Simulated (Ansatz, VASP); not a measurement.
# One calculation of Ag, two programs

```
Ag
1.0
     0.00000    2.00224    2.04310
     2.00224    0.00000    2.04310
     2.00224    2.00224    0.00000
Ag
1
Direct
  0.00000 0.00000 0.00000
```

Change from the starting cell: equal xx and yy strain of -2 %.

Alike in both runs: task single point; functional PBEsol; k mesh 15 × 15 × 15; occupations fermi-dirac, width 0.03 eV; no spin polarisation.

|  | VASP | Ansatz |
| --- | --- | --- |
| version | VASP 6.6.1 | Ansatz 0.2.0 |
| potentials or method | VASP PAW PBE potentials, release 64 (Ag), cutoff 520 eV | all-electron LAPW, scalar-relativistic |

Ansatz gave:

| Property | Result |
| --- | --- |
| pressure (GPa) | 2.0 |
| largest component of the traceless stress (GPa) | 0.44 |

Estimate VASP's values.

pressure (GPa): 1.7; largest component of the traceless stress (GPa): 0.41.

Ansatz ran all-electron here, so the differences hold the error of VASP's frozen core and of both bases.

Caveats: the PAW data sets were made with another functional, which shifts forces and pressure a little (VASP).
